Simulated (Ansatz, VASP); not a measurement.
**One calculation of HgTe, two programs**

Contents of INCAR:

```
ALGO = Normal
EDIFF = 1E-6
ENCUT = 520
GGA = PE
ISIF = 2
ISMEAR = -1
LASPH = True
LCHARG = False
LREAL = False
LWAVE = False
NBANDS = 16
NELM = 60
PREC = Accurate
SIGMA = 0.02
```

KPOINTS

```
k-points
0
Gamma
  8 8 8
```

The input POSCAR:

```
HgTe
1.0
    0.0000000000      3.0434522814      3.0434522814
    3.0434522814      0.0000000000      3.0434522814
    3.0434522814      3.0434522814      0.0000000000
Hg Te
1 1
Direct
    0.0000000000      0.0000000000      0.0000000000
    0.5000000000      0.5000000000      0.5000000000
```

Input for Ansatz:

```yaml
crystal:
  lattice:
    - [0.0, 3.0434522814, 3.0434522814]
    - [3.0434522814, 0.0, 3.0434522814]
    - [3.0434522814, 3.0434522814, 0.0]
  atoms:
    - { symbol: Hg, position: [0.0, 0.0, 0.0] }
    - { symbol: Te, position: [0.5, 0.5, 0.5] }
kpoints:
  mp_grid: { grid: [8, 8, 8] }
  band_path:
    path:
      - [[0.0, 0.0, 0.0], [0.5, -1.867788254446e-34, 0.5], [0.625, 0.25, 0.625]]
      - [[0.375, 0.375, 0.75], [0.0, 0.0, 0.0], [0.5, 0.5, 0.5], [0.5, 0.25, 0.75], [0.5, -1.867788254446e-34, 0.5]]
    npoints: 10
hamiltonian:
  xc: pbe
scf:
  occupations: { method: fermi_dirac, width: 0.02 }
  n_extra_bands: 4
output:
  forces: true
  stress: true
  eigenvalues: true
  write_density: true
  write_potential: true
  elf: true
  volumetric_format: npy
```

The cell was built by a generator and needn't be a form met in nature.

Alike in both runs: task single point; functional PBE; k mesh 8 × 8 × 8; occupations fermi-dirac, width 0.02 eV; no spin polarisation.

|  | VASP | Ansatz |
| --- | --- | --- |
| version | VASP 6.6.1 | Ansatz 0.2.0 |
| potentials or method | VASP PAW PBE potentials, release 64 (Hg, Te) | plane waves, PAW |
| plane-wave cutoff (eV) | 520 | 420 |
| valence electrons in the cell | 18 | 36 |

VASP gave:

```
pressure (GPa) : 1.4
```

Task: What did Ansatz give for the same quantities?

Result: Pressure (GPa): 1.3.

The two sets of potentials don't hold the same shells in valence.

Spin-orbit coupling is left out, which matters for the levels of Hg, Te.
